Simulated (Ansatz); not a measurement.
# KCl: band gap under strain

How does strain move the band edges of the known phase of KCl with 2 atoms a cell, and do the functionals agree on it? States: -3.1 % biaxial strain in x and y, free along z; +2.3 % strain along z alone.

Code: Ansatz 0.2.0. PAW datasets, plane waves. (Simulation; spin polarisation is off.)

## 1. Starting point

The unstrained cell was relaxed with r2SCAN; in each strained cell the atoms were relaxed again with r2SCAN. Names of k-points are those of the unstrained zone, where strain can split equivalent points. First state: -3.1 % biaxial strain in x and y, free along z.

It is tetragonal, P4/mmm (No. 123); conventional cell a = 3.655 Å, c = 3.808 Å, 25.44 Å³ an atom. K has 8 Cl at 3.21 Å and 4 K at 3.66 Å; Cl has 8 K at 3.21 Å and 4 Cl at 3.66 Å.

Structure file:

```
CELL_PARAMETERS angstrom
3.65504 0.00000 0.00000
0.00000 3.65504 0.00000
0.00000 0.00000 3.80807
ATOMIC_POSITIONS crystal
K 0.00000 0.00000 0.00000
Cl 0.50000 0.50000 0.50000
```

From earlier runs on the unstrained cell: PBE 5.03 eV, r2SCAN 5.80 eV, HSE06 6.37 eV, G0W0 7.61 eV (on its mesh); a = 3.771 Å.

## 2. -3.1 % biaxial strain in x and y, free along z: PBE

input.yaml

```yaml
crystal:
  lattice:
    - [3.6550447693, 0.0, 0.0]
    - [0.0, 3.6550447693, 0.0]
    - [0.0, 0.0, 3.8080688468]
  atoms:
    - { symbol: K, position: [0.0, 0.0, 0.0] }
    - { symbol: Cl, position: [0.5, 0.5, 0.5] }
kpoints:
  mp_grid: { grid: [8, 8, 8] }
  band_path:
    path:
      - [0.0, 0.0, 0.0]
      - [0.0, 0.5, 0.0]
      - [0.5, 0.5, 0.0]
      - [0.5, 0.5, 0.5]
      - [0.0, 0.5, 0.5]
    npoints: 1
hamiltonian:
  xc: pbe
scf:
  occupations: { method: fermi_dirac, width: 0.02 }
  n_extra_bands: 4
output:
  forces: true
  stress: true
  eigenvalues: true
```

Run with:

```
$ ansatz run input.yaml --threads 4 --pin off --max-ram 4608MiB --backend cpu --events-out ev --progress --plain --runs-dir out
```

After this run come: -3.1 % biaxial strain in x and y, free along z: r2SCAN; -3.1 % biaxial strain in x and y, free along z: HSE06; -3.1 % biaxial strain in x and y, free along z: G0W0@PBE; +2.3 % strain along z alone: PBE; +2.3 % strain along z alone: r2SCAN; +2.3 % strain along z alone: HSE06; +2.3 % strain along z alone: G0W0@PBE.

**Question.** What will these runs give?

As calculated:

Least gap in eV (negative: overlap), with the change from the unstrained cell in brackets. G0W0 is on its own coarse mesh.

```
                                         state  volume change (%)           PBE        r2SCAN         HSE06          G0W0
-3.1 % biaxial strain in x and y, free along z               -5.1  5.18 (+0.15)  5.95 (+0.15)  6.52 (+0.15)  7.75 (+0.14)
                   +2.3 % strain along z alone               +2.3  4.89 (-0.14)  5.65 (-0.15)  6.21 (-0.16)  7.47 (-0.14)
```

In words: The largest move of the HSE06 gap in the table is +0.157 eV, under -3.1 % biaxial strain in x and y, free along z. PBE and HSE06 differ by 1.33 eV on the unstrained gap, and by at most 0.01 eV on its change: the two disagree on the size of the gap but agree on its response to strain. G0W0 values are finite-basis, finite-mesh values.
